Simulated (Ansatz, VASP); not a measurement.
One calculation of Ge, two programs

Contents of INCAR:

```
PREC = Accurate
ENCUT = 520
EDIFF = 1E-6
ISMEAR = -1
SIGMA = 0.15
LREAL = False
LASPH = True
NELM = 150
ALGO = Normal
ISIF = 2
LWAVE = False
LCHARG = True
MAGMOM = 0 0 0
LORBIT = 11
LSORBIT = True
GGA_COMPAT = False
LORBMOM = True
GGA = PE
LVHAR = True
NBANDS = 25
```

Contents of KPOINTS:

```
Automatic mesh
0
Gamma
  4 4 4
```

File POSCAR:

```
Ge
1.0
    0.0000000000      2.1400000000      2.1400000000
    2.1400000000      0.0000000000      2.1400000000
    2.1400000000      2.1400000000      0.0000000000
Ge
1
Direct
    0.0000000000      0.0000000000      0.0000000000
```

Input for Ansatz:

```yaml
crystal:
  lattice:
    - [0, 2.14, 2.14]
    - [2.14, 0, 2.14]
    - [2.14, 2.14, 0]
  atoms:
    - { symbol: Ge, position: [0, 0, 0] }
kpoints:
  mp_grid: { grid: [4, 4, 4] }
hamiltonian:
  xc: pbe
  pseudopotentials: { kind: paw_fr, source: ansatz }
scf:
  occupations: { method: fermi_dirac, width: 0.15 }
output:
  forces: true
  stress: true
  eigenvalues: true
magnetization:
  noncollinear: true
  spin_orbit: true
```

Alike in both runs: task single point; functional PBE; k mesh 4 × 4 × 4; occupations fermi-dirac, width 0.15 eV; non-collinear spin, spin-orbit coupling.

|  | VASP | Ansatz |
| --- | --- | --- |
| version | VASP 6.6.1 | Ansatz 0.2.0 development build |
| potentials or method | VASP PAW PBE potentials, release 64 (Ge_d) | plane waves, PAW datasets (hand-made set) |
| plane-wave cutoff (eV) | 520 | 820 |
| valence electrons in the cell | 14 | 14 |

|  | VASP | Ansatz | Ansatz less VASP |
| --- | --- | --- | --- |
| net moment per atom (μB) | 0.00 | 0.00 | 0.000 |

Caveats: the k mesh is coarse (spacing up to 0.64 Å⁻¹), so the values aren't converged.
